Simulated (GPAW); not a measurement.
# SnO (P4/nmm) in GPAW: a series of runs

Aim: see how the results for SnO move with the level of theory and the settings. Levels: PBE, r2SCAN. Tasks: single point.

Program: GPAW 26.7.0. These are calculated values, not measurements. Logs are shortened: lines on timing, memory, paths and dates and some standing lists are left out, and cuts for length are marked. The log counts tension as positive stress, the text compression.

### Step 1. The crystal as given

Symmetry: P4/nmm, No. 129, tetragonal system. The conventional cell has a = 3.814 Å, b = 3.814 Å, c = 4.887 Å, α = 90.00°, β = 90.00°, γ = 90.00°. Sn (site symmetry 4mm) has 4 O at 2.23 Å as nearest neighbours. O (site symmetry -4m2) has 4 Sn at 2.23 Å as nearest neighbours.

The cell is a database's computed one.

### Step 2. Single point, PBE

The input, run.py:

```python
from ase import Atoms
from ase.dft.bandgap import bandgap
from ase.io import write
from ase.units import GPa
from gpaw import GPAW, PW

atoms = Atoms(['Sn', 'Sn', 'O', 'O'],
              cell=[[3.81369522, 0.0, 0.0],
                    [0.0, 3.81369522, 0.0],
                    [0.0, 0.0, 4.8869133]],
              scaled_positions=[[0.5, 0.0, 0.76462614],
                                [0.0, 0.5, 0.23537386],
                                [0.0, 0.0, 0.0],
                                [0.5, 0.5, 0.0]],
              pbc=True)

calc = GPAW(mode=PW(550),
            xc='PBE',
            kpts={'size': (6, 6, 5), 'gamma': True},
            occupations={'name': 'fermi-dirac', 'width': 0.05},
            nbands=33,
            maxiter=120,
            txt='gpaw.txt')
atoms.calc = calc
energy = atoms.get_potential_energy()
forces = atoms.get_forces()
stress = atoms.get_stress()
calc.write('gs.gpw')
write('result.traj', atoms)
print(f'Energy: {energy:.6f} eV')
print('Forces (eV/A):')
print(forces.round(4))
print('Stress (GPa):', (stress / GPa).round(3))
print('Fermi level:', round(calc.get_fermi_level(), 4), 'eV')
print(f'Gap: {bandgap(calc)[0]:.4f} eV, direct: {bandgap(calc, direct=True)[0]:.4f} eV')
```

Potentials or basis: GPAW PAW data sets (gpaw-data 1.2.1), pw.

Command:

```console
OMP_NUM_THREADS=1 python run.py
```

gpaw.txt:

```text
__  _  _
 | _ |_)|_||  |
 |__||  | ||/\| - 26.7.0

Input parameters:
  mode=PW(ecut=550.0),
  kpts=MonkhorstPack(size=(6, 6, 5), gamma=True),
  maxiter=120,
  nbands=33,
  occupations=Occupations(name='fermi-dirac', width=0.05),
  xc=XC(name='PBE')

Diagonalizing LCAO Hamiltonian
Converting LCAO to pw mode
   .--------.
  /|        |
 * |        |
 | | Sn     |
 | |        |
 | |        |
 |Sn--------.
 |/    O   /
 O--------*

Atoms  # Å, Bohr magnetons
|   | symbol |        x |        y |        z |    initial magnetic moments |
|---|--------|----------|----------|----------|-----------------------------|
| 0 |     Sn | 1.906848 | 0.000000 | 3.736662 | ( 0.0000,  0.0000,  0.0000) |
| 1 |     Sn | 0.000000 | 1.906848 | 1.150252 | ( 0.0000,  0.0000,  0.0000) |
| 2 |      O | 0.000000 | 0.000000 | 0.000000 | ( 0.0000,  0.0000,  0.0000) |
| 3 |      O | 1.906848 | 1.906848 | 0.000000 | ( 0.0000,  0.0000,  0.0000) |

Unit cell  # Å
| periodic |        x |        y |        z |  lengths |    angles |
|----------|----------|----------|----------|----------|-----------|
|      yes | 3.813695 | 0.000000 | 0.000000 | 3.813695 | 90.000000 |
|      yes | 0.000000 | 3.813695 | 0.000000 | 3.813695 | 90.000000 |
|      yes | 0.000000 | 0.000000 | 4.886913 | 4.886913 | 90.000000 |

Number of symmetries: 8
Symmetry operations  # r_c * U_cc + t_c -> r_c
|   | kind |            matrix            |
|---|------|------------------------------|
| 0 |  E   |  1, 0, 0,  0, 1, 0,  0, 0, 1 |
| 1 |  σ   |  1, 0, 0,  0,-1, 0,  0, 0, 1 |
| 2 |  C2  |  0, 1, 0,  1, 0, 0,  0, 0,-1 |
| 3 |  S4  |  0, 1, 0, -1, 0, 0,  0, 0,-1 |
| 4 |  S4  |  0,-1, 0,  1, 0, 0,  0, 0,-1 |
| 5 |  C2  |  0,-1, 0, -1, 0, 0,  0, 0,-1 |
| 6 |  σ   | -1, 0, 0,  0, 1, 0,  0, 0, 1 |
| 7 |  C2  | -1, 0, 0,  0,-1, 0,  0, 0, 1 |

BZ-sampling:
  Number of BZ points: 180
  Number of IBZ points: 30

  Monkhorst-Pack size: [6, 6, 5]
  Monkhorst-Pack shift: [0.08333333333333333, 0.08333333333333333, 0.0]

K-points  # in reciprocal-cell coordinates
|     |                                coordinates |     weight |
|-----|--------------------------------------------|------------|
|   0 | (  0.00000000,   0.00000000,   0.00000000) | 0.00555556 |
|   1 | (  0.00000000,   0.00000000,   0.20000000) | 0.01111111 |
|   2 | (  0.00000000,   0.00000000,   0.40000000) | 0.01111111 |
|   3 | (  0.16666667,   0.00000000,   0.00000000) | 0.02222222 |
|   4 | (  0.16666667,   0.00000000,   0.20000000) | 0.04444444 |
|   5 | (  0.16666667,   0.00000000,   0.40000000) | 0.04444444 |
|   6 | (  0.16666667,   0.16666667,   0.00000000) | 0.02222222 |
|   7 | (  0.16666667,   0.16666667,   0.20000000) | 0.04444444 |
|   8 | (  0.16666667,   0.16666667,   0.40000000) | 0.04444444 |
|   9 | (  0.33333333,   0.00000000,   0.00000000) | 0.02222222 |
| ... |                                            |            |
|  29 | (  0.50000000,   0.50000000,   0.40000000) | 0.01111111 |

Plane wave coefficients: 2102
Cutoff: 550.0 eV

Spin-components: 1 (collinear spins)
Bands:           33
Projectors:      22
Spin-degeneracy: 2
Datatype:        complex128

Parallelization:
  kpt:    1
  domain: 1
  band:   1

Density:
  Valence electrons: 40.0
  Components: 1
  Grid points: [21 21 27]
  Charge: 0.0  # |e|

Potential:
  Grid points: [21 21 27]

species:
  Sn:
    name:    Tin
    Z:       50.0
    valence: 14
    core:    36
    charge:  0.0  # [|e|]
    compensation charges:
      type: gauss
      rc: 0.38  # [Å]
      lmax: 2
    cutoffs:
      filter: 2.23  # [Å]
      core: 2.35  # [Å]
    projectors
    | kind |    occ | energy [eV] | rcut [Å] |
    |------|--------|-------------|----------|
    |   5s |  2.000 |     -10.538 |    1.201 |
    |   5p |  2.000 |      -3.696 |    1.270 |
    |   4d | 10.000 |     -25.845 |    1.185 |
    |    s |        |      16.674 |    1.201 |
    |    p |        |      23.515 |    1.270 |
    |    d |        |       1.367 |    1.185 |

    Using partial waves for Sn as LCAO basis

  O:
    name:    Oxygen
    Z:       8.0
    valence: 6
    core:    2
    charge:  0.0  # [|e|]
    compensation charges:
      type: gauss
      rc: 0.21  # [Å]
      lmax: 2
    cutoffs:
      filter: 1.17  # [Å]
      core: 0.83  # [Å]
    projectors
    | kind |    occ | energy [eV] | rcut [Å] |
    |------|--------|-------------|----------|
    |   2s |  2.000 |     -23.961 |    0.688 |
    |   2p |  4.000 |      -9.029 |    0.598 |
    |    s |        |       3.251 |    0.688 |
    |    p |        |      18.182 |    0.598 |
    |    d |        |       0.000 |    0.619 |

    Using partial waves for O as LCAO basis

Reference energy: -340103.091216  # eV

eigensolver:
  PPCG
  Converge bands: occupied
  niter=2

density mixing:
  MSR1-Mixer
  Pratt-step length: 0.05
  Maximum mixing coefficient: 0.75
  Old densities: 10
  SVD Regularization: 0.005
  Good broyden scale: 1.0
  Trust region scale: 1.0
  Backstep threshold: 4.0
  History deletion threshold: 6.0
  Fourier metric: weight=20.0, sigma=0.015

occupation numbers:
  Fermi-Dirac:
    width: 0.0500  # eV

poisson solver:
  ecut: 4400.0  # eV

xc functional:
  name: PBE with 2 nearest neighbor stencil

convergence criteria:
- Maximum [total energy] change in last 3 cyles: 0.0005 eV / valence electron
- Maximum integral of absolute [dens]ity change: 0.0001 electrons / valence electron
- Maximum integral of absolute [eigenst]ate change: 4e-08 eV^2 / valence electron
maximum number of iterations: 120

SCF iterations
|iter     | |      energy | eigst |  dens |
|---------|-|-------------|-------|-------|
|iter:   1| |  -26.417438 | +0.01 |       |
|iter:   2| |  -25.406030 | -1.59 | -1.01 |
|iter:   3| |  -23.246246 | -0.99 | -1.07 |
|iter:   4| |  -23.224422 | -2.92 | -1.55 |
|iter:   5| |  -23.224464 | -3.02 | -1.79 |
|iter:   6| |  -23.225099c| -4.27 | -2.58 |
|iter:   7| |  -23.225193c| -5.52 | -3.18 |
|iter:   8| |  -23.225202c| -6.48 | -3.74 |
|iter:   9| |  -23.225202c| -7.24 | -4.57c|
|iter:  10| |  -23.225202c| -7.92c| -4.74c|

Converged in 10 steps
Energy contributions relative to reference atoms: (reference = -340103.091216)

Energy contributions:
  Kinetic:          34.473357
  Coulomb:         -32.538213
  Zero:             -0.019976
  External:          0.000000
  Xc:              -25.139753
  Entropy:          -0.001235
  Spinorbit:         0.000000
  ----------------------------
  Free energy:     -23.225819
  Extrapolated:    -23.225202

dipole moment: (-23.550356, -23.550356, -27.499255)  # |e|*Ang

Fermi level: 6.745
Eigenvalues  # (at kpt = [0.000, 0.000, 0.000])
| band index |      eig [eV] | occ [0-2] |
|------------|---------------|-----------|
|          0 |       -15.346 |     2.000 |
|        ... |               |           |
|         12 |        -0.993 |     2.000 |
|         13 |         0.069 |     2.000 |
|         14 |         0.389 |     2.000 |
|         15 |         0.389 |     2.000 |
|         16 |         3.178 |     2.000 |
|         17 |         3.464 |     2.000 |
[... 8 lines left out ...]
|         26 |        13.452 |     0.000 |
|         27 |        13.896 |     0.000 |
|        ... |               |           |
|         32 |        22.192 |     0.000 |

Gap: 0.150 eV
Transition (v -> c):
  (s=0, k=0, n=19, [0.00, 0.00, 0.00]) -> (s=0, k=27, n=20, [0.50, 0.50, 0.00])
Direct/indirect transitions are different
Direct gap: 2.026 eV
Transition at: (s=0, k=27, n=19, [0.50, 0.50, 0.00])

Forces  # eV/Ang
|       x |       y |        z |
|---------|---------|----------|
| 0.00000 | 0.00000 | -0.32348 |  # Sn   0
| 0.00000 | 0.00000 |  0.32348 |  # Sn   1
| 0.00000 | 0.00000 |  0.00000 |  # O    2
| 0.00000 | 0.00000 |  0.00000 |  # O    3

Stress tensor  # eV/Ang^3
|        x |        y |        z |
|----------|----------|----------|
| 0.013406 | 0.000000 | 0.000000 |
| 0.000000 | 0.013406 | 0.000000 |
| 0.000000 | 0.000000 | 0.016042 |

# Writing to gs.gpw (mode='')
```

Run time: 92 s. Hardware: 1 thread of Intel Xeon at 2.50GHz (Skylake/Cascade Lake), shared host; peak memory 0.19 GiB.

The run converged, but some of its settings lie outside the range that counts as converged, so its numbers aren't taken as properties of the crystal.

What came out:

```yaml
Free_energy: -23.2258 eV
Pressure: -2.3 GPa
Largest_force: 0.323 eV/Å
Band_gap_on_the_k_mesh: 0.15 eV, indirect (least direct gap 2.03 eV)
```

Caveat: the cutoff is short for stress and forces, so pressures can be off by a GPa or more; spin-orbit coupling is left out, which moves the levels of the heavy elements; an odd mesh through Γ misses points on the zone boundary, where band edges often lie.

(Part 1 of 2 ends here.)
